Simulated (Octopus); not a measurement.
## BN under changes of volume

One of the cells (5.969 Å³/atom); the others are scaled copies at fixed shape and fractional positions:

```xyz
4
Lattice="2.5539 0.0000 0.0000 -1.2770 2.2118 0.0000 0.0000 0.0000 4.2269" Properties=species:S:1:pos:R:3 pbc="T T T"
N     0.0000    1.4745    0.5295
N     1.2770    0.7373    2.6430
B     0.0000    1.4745    2.1123
B     1.2770    0.7373    4.2257
```

Measurements of this composition are mostly on another form, of space group No. 194.

* Program: Octopus 16.4
* Functional: PBEsol
* Potentials or basis: pseudodojo_pbesol (PseudoDojo 0.4, PBEsol)
* Grid spacing: 0.122 × 0.122 × 0.121 Å
* k mesh: 12 × 12 × 6
* Occupations: fermi-dirac, width 0.05 eV
* Spin: no spin polarisation

```csv
volume (Å³/atom),energy over the lowest point (meV/atom),gap on the mesh (eV),largest force (eV/Å)
5.611,?,?,?
5.730,5.42,4.97,0.024
5.850,0.00,5.01,0.007
5.969,0.89,5.04,0.008
6.088,7.62,5.06,0.023
6.208,19.11,5.09,0.037
```

**Question.** What does the run at 5.611 Å³/atom give?

**Answer.** Energy over the lowest point 13.99 meV/atom; gap on the mesh 4.94 eV; largest force 0.041 eV/Å.

Worked out: A Birch-Murnaghan fit of order 3 (a polynomial in V^(-2/3)) to the other rows has its minimum at 5.89 Å³/atom with B0 = V·E''(V) = 408 GPa and B' = 5.9 at fixed shape and positions, which overstates the stiffness. It gives 18.28 meV/atom at 5.611 Å³/atom, against the run's 13.99. A straight line through the other rows of the gap, of slope 1.45 eV per unit of ln V, extrapolates to 4.94 eV, against the run's 4.94.

Energies are extrapolated to zero smearing.

A mesh can miss the band edges.
